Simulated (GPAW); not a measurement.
The system is Ge.

```
Ge
1.0
     0.00000    2.82891    2.82891
     2.82891    0.00000    2.82891
     2.82891    2.82891    0.00000
Ge
2
Direct
  0.75000 0.75000 0.75000
  0.50000 0.50000 0.50000
```

| Quantity | Value |
| --- | --- |
| Program | GPAW 26.7.0 |
| Task | relaxation of cell and atoms |
| Functional | BLYP |
| Dispersion | D4 |
| Potentials or basis | PAW data sets generated in the run's folder for this functional |
| Cutoff | 600 eV |
| Basis | pw |
| k mesh | 8 × 8 × 8 |
| Occupations | fermi-dirac, width 0.05 eV |
| Spin | no spin polarisation |

At the start: pressure 3.0 GPa; volume 22.64 Å³/atom.

Where does the relaxation end?

Over 3 steps the energy falls by 9.4 meV/atom and the volume is 23.63 Å³/atom (+4.4 %); space group Fd-3m (No. 227, to 0.05 Å).

Step by step:
```tsv
step	energy change (eV)	largest force (eV/Å)	pressure (GPa)	volume (Å³)
1	0.0000	0.0000	2.99	45.28
2	-0.0069	0.0000	2.33	45.69
3	-0.0187	0.0000	0.15	47.25
```

Final structure:
```
CELL_PARAMETERS angstrom
0.00000 2.86942 2.86942
2.86942 0.00000 2.86942
2.86942 2.86942 0.00000
ATOMIC_POSITIONS crystal
Ge 0.75000 0.75000 0.75000
Ge 0.50000 0.50000 0.50000
```

The cell as given is a measured one (22.64 Å³/atom); BLYP+D4 puts the equilibrium volume +4.4 % from it, thermal expansion not counted.

Caveat: later steps reuse the first step's grids; pairwise dispersion overbinds metals, which lowers pressure and volume.
